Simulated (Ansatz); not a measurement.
## Zr in Ansatz: the effect of functional

Crystal: Zr.

```
Zr
1.0
     3.18832    0.00000    0.00000
    -1.59416    2.76117    0.00000
     0.00000    0.00000    5.07744
Zr
2
Direct
  0.66667 0.33333 0.75000
  0.33333 0.66667 0.25000
```

The cell isn't the ideal one: volume scaled by 0.96.

Alike in all runs:

| Quantity | Value |
| --- | --- |
| Program | Ansatz 0.2.0 |
| Task | single point |
| Potentials or basis | Ansatz PAW |
| k mesh | 9 × 9 × 5 |
| Occupations | fermi-dirac, width 0.05 eV |
| Spin | no spin polarisation |

```csv
functional,cutoff,pressure (GPa)
LDA,420 eV (not typed: the program's choice for these potentials),?
r2SCAN,500 eV (not typed: the program's choice for these potentials),5.2
PBE,420 eV (not typed: the program's choice for these potentials),4.7
```

Problem. What does the run with functional LDA give?

Solution. Pressure -2.4 GPa.

Caveats: the PAW data sets come from PBE, with cores solved anew for the run's functional, which leaves a small shift of forces and pressure (some runs).
